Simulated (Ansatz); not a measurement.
# Al3Cu: the cost of one run

Computed with Ansatz 0.2.0 (DFT r2SCAN, scalar-relativistic, plane waves, PAW, unless a step's input says otherwise).

1 further run of the same task is left out (set aside as unsound or not needed). Runs told in other sessions of the task aren't counted.

## Step 1: The system as given

The structure is tetragonal, space group P4/mmm (No. 123). The conventional cell has a = 2.774 Å, b = 2.774 Å, c = 7.592 Å, α = 90.00°, β = 90.00°, γ = 90.00°. Al (site symmetry 4/mmm) has 12 Al at 2.77 to 2.88 Å in its first shell of neighbours. Al (site symmetry 4mm) is surrounded by 4 Cu at 2.59 Å and 8 Al at 2.77 to 2.88 Å. Around Cu (site symmetry 4/mmm) lie 8 Al at 2.59 Å and 4 Cu at 2.77 Å.

As a file:

```cif
data_structure
_symmetry_space_group_name_H-M 'P 1'
_symmetry_Int_Tables_number 1
_cell_length_a 2.7738
_cell_length_b 2.7738
_cell_length_c 7.5919
_cell_angle_alpha 90.000
_cell_angle_beta 90.000
_cell_angle_gamma 90.000
_cell_volume 58.41
loop_
_atom_site_label
_atom_site_type_symbol
_atom_site_fract_x
_atom_site_fract_y
_atom_site_fract_z
_atom_site_occupancy
Al1 Al 0.00000 0.00000 0.50000 1
Al2 Al 0.50000 0.50000 0.22264 1
Al3 Al 0.50000 0.50000 0.77736 1
Cu1 Cu 0.00000 0.00000 0.00000 1
```

It goes back to an entry of the Materials Project, which need not be the stable form.

This cell was relaxed beforehand with the same method: volume 14.60 Å³/atom, gap on the mesh none (metal).

## Step 2: The reference cell

The reference gives a free energy of -8252.8587 eV, pressure -0.01 GPa, largest force 0.041 eV/Å and gap on the mesh none (metal). It was computed beforehand with the settings of the runs below.

## Step 3: Setting up a sublattice displacement scan

Every Al atom is moved by x along the Cartesian unit vector (0.000, 0.000, -1.000); the cell and all other atoms stay fixed. Forces below are components along that vector, summed over the moved atoms.

## Step 4: Point x = -0.200 Å

input.yaml

```yaml
crystal:
  lattice:
    - [2.7737808638, 0.0, 0.0]
    - [0.0, 2.7737808638, 0.0]
    - [0.0, 0.0, 7.5918631133]
  atoms:
    - { symbol: Al, position: [0.0, 0.0, 0.5263439945] }
    - { symbol: Al, position: [0.5, 0.5, 0.2489869951] }
    - { symbol: Al, position: [0.5, 0.5, 0.8037009939] }
    - { symbol: Cu, position: [0.0, 0.0, 0.0] }
basis:
  ecutwfc: 500
kpoints:
  mp_grid: { grid: [18, 18, 6] }
hamiltonian:
  xc: r2scan
scf:
  occupations: { method: gaussian, width: 0.15 }
output:
  forces: true
  stress: true
  eigenvalues: true
```

Launch:

```console
$ ansatz run input.yaml --threads 1 --pin off --max-ram 2560MiB --backend cpu --events-out ev --progress --plain --runs-dir out
```

What time and memory should one allow on 1 thread of AMD EPYC 9R45 (Zen 5), shared host?

About 15 s, with a peak of 0.73 GiB.
